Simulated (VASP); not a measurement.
# Ni (Fm-3m) in VASP: further runs, part 2 of 2

VASP 6.6.1. The steps go on from the part before.

## Step 3: Phonons, PBEsol, collinear spin, ferromagnetic start

POSCAR

```
Ni
1.0
    0.0000000000      1.7375729330      1.7375729330
    1.7375729330      0.0000000000      1.7375729330
    1.7375729330      1.7375729330      0.0000000000
Ni
1
Direct
    0.0000000000      0.0000000000      0.0000000000
```

INCAR.step1

```
SYSTEM = Ni
  PREC = Accurate
  ENCUT = 600
  EDIFF = 1E-8
  ISMEAR = -1
  SIGMA = 0.05
  LREAL = .False.
  LASPH = .True.
  NELM = 120
  ALGO = Normal
  ISIF = 3
  LWAVE = .False.
  LCHARG = .False.
  ISPIN = 2
  MAGMOM = 1
  LORBIT = 11
  LMAXMIX = 4
  GGA = PS
  IBRION = 2
  NSW = 40
  EDIFFG = -0.002
```

INCAR.step2

```
SYSTEM = Ni
  PREC = Accurate
  ENCUT = 600
  EDIFF = 1E-8
  ISMEAR = -1
  SIGMA = 0.05
  LREAL = .False.
  LASPH = .True.
  NELM = 120
  ALGO = Normal
  ISIF = 2
  LWAVE = .False.
  LCHARG = .False.
  ISPIN = 2
  MAGMOM = 1
  LORBIT = 11
  LMAXMIX = 4
  GGA = PS
  IBRION = 8
  NSW = 1
```

KPOINTS

```
regular mesh
0
Gamma
  10 10 10
  0 0 0
```

Potentials or basis: VASP PAW PBE potentials, release 64 (Ni).

Launch:

```bash
$ cat potpaw_PBE.64/Ni/POTCAR > POTCAR
$ cp INCAR.step1 INCAR
$ mpirun -np 1 vasp_std > vasp.out
$ cp CONTCAR POSCAR
$ cp INCAR.step2 INCAR
$ mpirun -np 1 vasp_std > vasp.out
```

OUTCAR:

```text
SYSTEM = Ni
   PREC = Accurate
   ENCUT = 600
   EDIFF = 1E-8
   ISMEAR = -1
   LREAL = .False.
   LASPH = .True.
   NELM = 120
   ISIF = 2
   ISPIN = 2
   LORBIT = 11
   GGA = PS
   IBRION = 8
   NSW = 1

 ion  position               nearest neighbor table
   1  0.000  0.000  0.000-

  LATTYP: Found a face centered cubic cell.
 ALAT       =     3.4652568773

  Lattice vectors:

 A1 = (   0.0000000000,   1.7326284387,   1.7326284387)
 A2 = (   1.7326284387,   0.0000000000,   1.7326284387)
 A3 = (   1.7326284387,   1.7326284387,   0.0000000000)

Analysis of symmetry for initial positions (statically):
=====================================================================
 Subroutine PRICEL returns:
 Original cell was already a primitive cell.

 Routine SETGRP: Setting up the symmetry group for a
 face centered cubic supercell.

 Subroutine GETGRP returns: Found 48 space group operations
 (whereof 48 operations were pure point group operations)
 out of a pool of 48 trial point group operations.

The static configuration has the point symmetry O_h .

Analysis of symmetry for dynamics (positions and initial velocities):
=====================================================================
 Subroutine PRICEL returns:
 Original cell was already a primitive cell.

 Routine SETGRP: Setting up the symmetry group for a
 face centered cubic supercell.

 Subroutine GETGRP returns: Found 48 space group operations
 (whereof 48 operations were pure point group operations)
 out of a pool of 48 trial point group operations.

The dynamic configuration has the point symmetry O_h .

Analysis of structural, dynamic, and magnetic symmetry:
=====================================================================
 Subroutine PRICEL returns:
 Original cell was already a primitive cell.

 Routine SETGRP: Setting up the symmetry group for a
 face centered cubic supercell.

 Subroutine GETGRP returns: Found 48 space group operations
 (whereof 48 operations were pure point group operations)
 out of a pool of 48 trial point group operations.

The overall configuration has the point symmetry O_h .

 Subroutine INISYM returns: Found 48 space group operations
 (whereof 48 operations are pure point group operations),
 and found     1 'primitive' translations

----------------------------------------------------------------------------------------

                                     Primitive cell

  volume of cell :      10.4027

  direct lattice vectors                    reciprocal lattice vectors
     0.000000000  1.732628439  1.732628439    -0.288578895  0.288578895  0.288578895
     1.732628439  0.000000000  1.732628439     0.288578895 -0.288578895  0.288578895
     1.732628439  1.732628439  0.000000000     0.288578895  0.288578895 -0.288578895

  length of vectors
     2.450306637  2.450306637  2.450306637     0.499833308  0.499833308  0.499833308

[... 459 lines left out ...]
      3       8.0399      1.00000
      4       8.0399      1.00000
      5       9.1730      1.00000
      6       9.1730      1.00000
      7      33.8115      0.00000
      8      38.1138      0.00000
      9      38.1138      0.00000
     10      38.1138      0.00000
[... 287 lines left out ...]
 k-point    24 :       0.4000    0.3000    0.0000
  band No.  band energies     occupation
      1       5.1697      1.00000
      2       6.4645      1.00000
      3       8.5677      1.00000
      4       9.3830      0.99991
      5       9.9711      0.07645
      6      10.4329      0.00001
      7      24.3015      0.00000
      8      25.4604      0.00000
      9      27.2639      0.00000
     10      31.7709      0.00000

 [... further k-points ...]

------------------------ aborting loop because EDIFF is reached ----------------------------------------

  FORCE on cell =-STRESS in cart. coord.  units (eV):
  Direction    XX          YY          ZZ          XY          YZ          ZX
  --------------------------------------------------------------------------------------
  -------------------------------------------------------------------------------------
  Total        0.0011689      0.0011689      0.0011689      0.0000000      0.0000000      0.0000000
  in kB        0.1800239      0.1800239      0.1800239      0.0000000      0.0000000      0.0000000
  external PRESSURE =       0.1800239 kB  Pullay stress =       0.0000000 kB

 VOLUME and BASIS-vectors are now :
 -----------------------------------------------------------------------------
  energy-cutoff  :      600.00
  volume of cell :       10.40
      direct lattice vectors                 reciprocal lattice vectors
     0.000000000  1.732628439  1.732628439    -0.288578895  0.288578895  0.288578895
     1.732628439  0.000000000  1.732628439     0.288578895 -0.288578895  0.288578895
     1.732628439  1.732628439  0.000000000     0.288578895  0.288578895 -0.288578895

 POSITION                                       TOTAL-FORCE (eV/Angst)
 -----------------------------------------------------------------------------------
      0.00000      0.00000      0.00000         0.000000     -0.000000      0.000000
 -----------------------------------------------------------------------------------
    total drift:                                0.000000      0.000000      0.000000

  FREE ENERGIE OF THE ION-ELECTRON SYSTEM (eV)
  ---------------------------------------------------
  free  energy   TOTEN  =        -6.1422478893 eV

  energy  without entropy=       -6.1285918839  energy(sigma->0) =       -6.13541989

[... ionic steps 2 to 3 ...]

--------------------------------------- Ionic step        4  -------------------------------------------

 Free energy of the ion-electron system (eV)
  ---------------------------------------------------
  ---------------------------------------------------
  free energy    TOTEN  =        -0.17258238 eV

  energy without entropy =       -0.17258238

------------------------ aborting loop because EDIFF is reached ----------------------------------------

 INTERNAL STRAIN TENSOR  FOR ION    1  DIRECTION 1   (eV/Angst):
 -----------------------------------------------------------------------------
     0.00359 -0.00000 -0.00000
     0.00000 -0.00084  0.00000
     0.00000  0.00000 -0.00084

 INTERNAL STRAIN TENSOR FOR ION    1 for displacements in x,y,z  (eV/Angst):
          X           Y           Z          XY          YZ          ZX
  --------------------------------------------------------------------------------
  x     0.00000     0.00000     0.00000     0.00000     0.00000     0.00000
  y     0.00000     0.00000     0.00000     0.00000     0.00000     0.00000
  z     0.00000     0.00000     0.00000     0.00000     0.00000     0.00000

 SECOND DERIVATIVES (NOT SYMMETRIZED)
 ------------------------------------
               1X          1Y          1Z
  1X     0.022835    0.000000    0.000000
  1Y     0.000000    0.022835    0.000000
  1Z     0.000000    0.000000    0.022835

 Eigenvectors and eigenvalues of the dynamical matrix
 ----------------------------------------------------

   1 f/i=    0.308369 THz     1.937540 2PiTHz   10.286087 cm-1     1.275312 meV
             X         Y         Z           dx          dy          dz
      0.000000  0.000000  0.000000     1.000000    0.000000    0.000000

   2 f/i=    0.308369 THz     1.937540 2PiTHz   10.286087 cm-1     1.275312 meV
             X         Y         Z           dx          dy          dz
      0.000000  0.000000  0.000000     0.000000    1.000000    0.000000

   3 f/i=    0.308369 THz     1.937540 2PiTHz   10.286087 cm-1     1.275312 meV
             X         Y         Z           dx          dy          dz
      0.000000  0.000000  0.000000     0.000000    0.000000    1.000000

--------------------------------------------------------------------------------------------------------

 ELASTIC MODULI CONTR FROM IONIC RELAXATION (kBar)
 Direction    XX          YY          ZZ          XY          YZ          ZX
 --------------------------------------------------------------------------------
 XX           0.0000      0.0000      0.0000      0.0000      0.0000      0.0000
 YY           0.0000      0.0000      0.0000      0.0000      0.0000      0.0000
 ZZ           0.0000      0.0000      0.0000      0.0000      0.0000      0.0000
 XY           0.0000      0.0000      0.0000      0.0000      0.0000      0.0000
 YZ           0.0000      0.0000      0.0000      0.0000      0.0000      0.0000
 ZX           0.0000      0.0000      0.0000      0.0000      0.0000      0.0000
 --------------------------------------------------------------------------------

 total charge

# of ion       s       p       d       tot
------------------------------------------
    1        0.522   0.547   8.328   9.396

 magnetization (x)

# of ion       s       p       d       tot
------------------------------------------
    1       -0.003  -0.021   0.731   0.706
```

Wall time 43 s (1 thread of Intel Xeon 6975P-C (Granite Rapids), shared host); peak memory 0.18 GiB.

What came out:

```yaml
Relaxed_volume: 10.40 Å³/atom
Relaxed_cell: a = 2.450 Å, b = 2.450 Å, c = 2.450 Å, α = 60.00°, β = 60.00°, γ = 60.00°
Space_group_after_relaxing_to_0.05_Å: Fm-3m (No. 225)
Net_moment: 0.70 μB per cell
Site_moments: Ni +0.71 μB
Valence_electrons_inside_the_program's_atomic_spheres: Ni 9.40
```

The path:
```csv
step,energy change (eV),largest force (eV/Å),pressure (GPa),volume (Å³)
1,0.0000,0.0000,-1.88,10.49
2,0.0001,0.0000,2.16,10.31
3,-0.0005,0.0000,0.01,10.40
```

Final structure:
```xyz
1
Lattice="0.0000 1.7326 1.7326 1.7326 0.0000 1.7326 1.7326 1.7326 0.0000" Properties=species:S:1:pos:R:3 pbc="T T T"
Ni    0.0000    0.0000    0.0000
```

Caveat: some modes are imaginary; the PAW data sets were made with another functional, which shifts forces and pressure a little.

## Step 4: Elastic constants, PBEsol, collinear spin, ferromagnetic start

POSCAR is that of step 3.

INCAR.step1

```
ALGO = Fast ; EDIFF = 1E-8
EDIFFG = -0.002 ; ENCUT = 600
GGA = PS ; IBRION = 2
ISIF = 3 ; ISMEAR = -1
ISPIN = 2 ; LASPH = T
LCHARG = F ; LMAXMIX = 4
LORBIT = 11 ; LREAL = F
LWAVE = F ; MAGMOM = 1
NELM = 100 ; NSW = 40
PREC = Accurate ; SIGMA = 0.05
```

INCAR.step2

```
ALGO = Fast ; EDIFF = 1E-8
ENCUT = 600 ; GGA = PS
IBRION = 6 ; ISIF = 3
ISMEAR = -1 ; ISPIN = 2
LASPH = T ; LCHARG = F
LMAXMIX = 4 ; LORBIT = 11
LREAL = F ; LWAVE = F
MAGMOM = 1 ; NELM = 100
NFREE = 2 ; NSW = 1
POTIM = 0.015 ; PREC = Accurate
SIGMA = 0.05
```

KPOINTS

```
k-points
0
Gamma
  10 10 10
```

Launch:

```bash
$ cat potpaw_PBE.64/Ni/POTCAR > POTCAR
$ cp INCAR.step1 INCAR
$ mpirun -np 1 vasp_std > vasp.out
$ cp CONTCAR POSCAR
$ cp INCAR.step2 INCAR
$ mpirun -np 1 vasp_std > vasp.out
```

It took 4.2 min on 1 thread of Intel Xeon 6975P-C (Granite Rapids), shared host; peak memory 0.25 GiB.

It converged, with:

```
Relaxed volume                                        : 10.40 Å³/atom
Relaxed cell                                          : a = 2.450 Å, b = 2.450 Å, c = 2.450 Å, α = 60.00°, β = 60.00°, γ = 60.00°
Space group after relaxing (to 0.05 Å)                : Fm-3m (No. 225)
Net moment                                            : 0.70 μB per cell
Site moments                                          : Ni +0.71 μB
Valence electrons inside the program's atomic spheres : Ni 9.40
Elastic constants C11, C12, C44                       : 307, 186, 152 GPa
Voigt bulk modulus                                    : 226 GPa
```

Step by step:
```
step  energy change (eV)  largest force (eV/Å)  pressure (GPa)  volume (Å³)
   1              0.0000                0.0000           -1.88        10.49
   2              0.0001                0.0000            2.16        10.31
   3             -0.0005                0.0000            0.02        10.40
```

Final structure:
```
CELL_PARAMETERS angstrom
0.00000 1.73263 1.73263
1.73263 0.00000 1.73263
1.73263 1.73263 0.00000
ATOMIC_POSITIONS crystal
Ni 0.00000 0.00000 0.00000
```

Elastic tensor in Voigt notation (GPa, in the Cartesian axes of the cell as first typed):
```
307 186 186   0   0   0
186 307 186   0   0   0
186 186 307   0   0   0
  0   0   0 152   0   0
  0   0   0   0 152   0
  0   0   0   0   0 152
```

Clamped-ion elastic tensor (GPa):
```
307 186 186   0   0   0
186 307 186   0   0   0
186 186 307   0   0   0
  0   0   0 152   0   0
  0   0   0   0 152   0
  0   0   0   0   0 152
```

Caveat: the PAW data sets were made with another functional, which shifts forces and pressure a little.

## Step 5: The reference run

An earlier run on the cell as given: functional PBEsol; potentials or basis VASP PAW PBE potentials, release 64 (Ni); cutoff 520 eV; k mesh 13 × 13 × 13; occupations fermi-dirac, width 0.05 eV; collinear spin, ferromagnetic start; starting moments [1.0] μB.

* Pressure: -2.4 GPa
* Band gap on the k mesh: none (metal or under the smearing width)
* Net moment: 0.62 μB per cell
* Site moments: Ni +0.63 μB
* Valence electrons inside the program's atomic spheres: Ni 9.38

## Step 6: Summary

| task | level | cell | k mesh | cutoff (eV) | ions in elastic constants | ladder | moment (μB) |
| --- | --- | --- | --- | --- | --- | --- | --- |
| elastic constants | PBE | relaxed | 10 × 10 × 10 | 600 | relaxed | - | 0.71 |
| phonons | PBEsol | relaxed | 10 × 10 × 10 | 600 | - | - | 0.70 |
| elastic constants | PBEsol | relaxed | 10 × 10 × 10 | 600 | relaxed | - | 0.70 |
| single point | PBEsol | as given | 13 × 13 × 13 | 520 | - | free | 0.62 |

Alike in all rows: potentials or basis VASP PAW PBE potentials, release 64 (Ni); spin collinear, ferromagnetic start; smearing fermi-dirac 0.05 eV.

Caveats: the PAW data sets were made with another functional, which shifts forces and pressure a little (some runs); some modes are imaginary (some runs).

Absolute energies hang on the potentials; compare differences alone.
